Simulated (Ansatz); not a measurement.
What does this script print? It uses Ansatz 0.2.0, Python API.

`zro2.xyz`
```text
6
Lattice="3.5961 0.0 0.0 0.0 3.5961 0.0 0.0 0.0 5.177" Properties=species:S:1:pos:R:3 pbc="T T T"
Zr    0.00000000    0.00000000    0.00000000
Zr    1.79805000    1.79805000    2.58850000
O     0.00000000    1.79805000    1.05093100
O     0.00000000    1.79805000    3.63943100
O     1.79805000    0.00000000    1.53756900
O     1.79805000    0.00000000    4.12606900
```

`pdos_zro2.py`
```python
import ansatz
import numpy as np

structure = ansatz.Crystal.from_extxyz("zro2.xyz")

job = (
    structure.calculation()
    .functional("PBE")
    .basis(19 * ansatz.Ha)
    .kpoints(6, 6, 4)
    .occupations("fixed")
    .scf(tolerance=1e-09)
    .scf(extra_bands=18)
    .density_of_states(projected=True, energy_step=0.1)
)
history = []
done = job.session().plan().execute(on_event=lambda event: history.append(event["data"]["dr2_ev"]) if event["event"] == "scf_iter" else None)
data = done.report
print("density residual by iteration (eV):", " ".join(f"{value:.1e}" for value in history[:40]))

dos = done.density_of_states()
energy = np.asarray(dos.energies_ev) - dos.fermi_ev
curves = {}
for site in done.projected_density_of_states().sites:
    for shell in site.shells:
        weight = sum(np.sum(curve.g_bin_mean_per_ev, axis=0) for curve in shell.curves)
        name = f"{site.species} {shell.label}"
        curves[name] = curves.get(name, 0) + weight

print("E-EF   " + " ".join(f"{name:>8s}" for name in curves))
for e in np.arange(-10, 6 + 0.1, 1.0):
    print(f"{e:5.1f}  " + " ".join(f"{np.interp(e, energy, g):8.3f}" for g in curves.values()))
```

```console
$ python pdos_zro2.py
density residual by iteration (eV): 1.7e-03 4.5e-04 1.5e-04 1.8e-06 1.1e-07 1.1e-08 6.8e-10
E-EF      Zr 4S    Zr 5S    Zr 4P    Zr 4D     O 2S     O 2P
-10.0     0.000    0.000    0.000    0.000    0.000    0.000
 -9.0     0.000    0.000    0.000    0.000    0.000    0.000
 -8.0     0.000    0.000    0.000    0.000    0.000    0.000
 -7.0     0.000    0.000    0.000    0.000    0.000    0.000
 -6.0     0.000    0.000    0.000    0.000    0.000    0.000
 -5.0     0.003    0.012    0.001    0.058    0.001    0.141
 -4.0     0.011    0.084    0.093    2.322    0.016    5.675
 -3.0     0.024    0.102    0.059    0.806    0.069    4.077
 -2.0     0.004    0.040    0.029    0.392    0.056    2.323
 -1.0     0.008    0.050    0.064    0.799    0.064    6.710
  0.0     0.000    0.000    0.005    0.015    0.004    0.712
  1.0     0.000    0.000    0.000    0.000    0.000    0.000
  2.0     0.000    0.000    0.000    0.000    0.000    0.000
  3.0     0.000    0.000    0.000    0.000    0.000    0.000
  4.0     0.000    0.000    0.000    0.001    0.000    0.000
  5.0     0.002    0.051    0.003    7.126    0.069    0.956
  6.0     0.000    0.000    0.000    0.000    0.000    0.000
```

No spin polarisation was allowed. Semilocal gaps usually lie well under measured ones. Under fixed occupations the level called the Fermi level is the highest filled one on the SCF mesh; off the mesh a filled band can lie a little above it. This is a high-temperature or high-pressure form, not the ambient phase. The crystal has a gap of about 4.03 eV on the mesh; bins of finite width blur the band edges. The structure is a deposited one; some such entries were measured under pressure or heat, so a shift against it needn't be the functional's error alone. Curves are summed over the cell's atoms. Only shells that the potentials hold have channels, so projections don't add up to the total, least of all where a shell is missing (p of most metals); heights and places of peaks move with the mesh. The density of states is complete only as far up as bands were computed. Timing: 6.2 s on 1 thread of Arm Neoverse V2, with other jobs on the host, peak memory 0.42 GiB.
